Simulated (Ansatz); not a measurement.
# WSe2: the cost of one run

Program: Ansatz 0.2.0. Level of theory: DFT PBEsol, scalar-relativistic, plane waves, PAW. These are calculated values, not measurements.

2 further runs of the same task are left out: 2 set aside as unsound or not needed. Runs told in other sessions of the task aren't counted.

## 1. The system as given

The structure is trigonal, space group P-3m1 (No. 164). The conventional cell has a = 3.271 Å, b = 3.271 Å, c = 23.987 Å, α = 90.00°, β = 90.00°, γ = 120.00°. Around W (site symmetry 3m) lie 6 Se at 2.52 Å. Se (site symmetry 3m) is surrounded by 3 W at 2.52 Å.

Structure file:

```
W Se
1.0
     3.27058    0.00000    0.00000
    -1.63529    2.83241    0.00000
     0.00000    0.00000   23.98700
W Se
2 4
Cartesian
  1.6353 0.9441 3.3011
  0.0000 1.8883 20.6859
  0.0000 1.8883 4.9735
  1.6353 0.9441 22.3605
  0.0000 1.8883 1.6265
  1.6353 0.9441 19.0135
```

It goes back to an entry of the Materials Project, which need not be the stable form.

It is the result of an earlier relaxation at this level (volume 37.03 Å³/atom; gap on the mesh: 1.50 eV).

## 2. The scan

Atoms count from 1 in the order of the input.

One atom moved over a plane, all else fixed.

First coordinate, shift of W1 along [1 0 0]: 7 values from −0.83 Å. Second coordinate, shift of W1 along [0 0 1]: 7 values from −0.83 Å.

Nothing else is relaxed (all other atoms fixed). Energies count from the relaxed crystal. Points are written as (first, second).

## 3. The run at (−0.28 Å, −0.83 Å)

The input, input.yaml:

```yaml
crystal:
  lattice:
    - [3.2705808386, 0.0, 0.0]
    - [-1.6352904193, 2.8324060913, 0.0]
    - [0.0, 0.0, 23.9869951139]
  atoms:
    - { symbol: W, position: [0.5820639573, 0.3333333333, 0.1030200584] }
    - { symbol: W, position: [0.3333333333, 0.6666666667, 0.8623778584] }
    - { symbol: Se, position: [0.3333333333, 0.6666666667, 0.2073407565] }
    - { symbol: Se, position: [0.6666666667, 0.3333333333, 0.9321940382] }
    - { symbol: Se, position: [0.3333333333, 0.6666666667, 0.0678059618] }
    - { symbol: Se, position: [0.6666666667, 0.3333333333, 0.7926592435] }
basis:
  ecutwfc: 420
kpoints:
  mp_grid: { grid: [9, 9, 2] }
hamiltonian:
  xc: pbesol
  pseudopotentials: { kind: paw, azcp: { folder: soft_1 } }
scf:
  occupations: { method: gaussian, width: 0.05 }
output:
  forces: true
  stress: true
  eigenvalues: true
  write_density: true
  write_potential: true
  elf: true
  volumetric_format: npy
```

Started as:

```bash
ansatz run input.yaml --threads 2 --pin off --max-ram 4096MiB --backend cpu --events-out ev --progress --plain --runs-dir out
```

What time and memory should one allow on 2 threads of Arm Neoverse N1, shared host?

About 2.2 min, with a peak of 0.93 GiB.
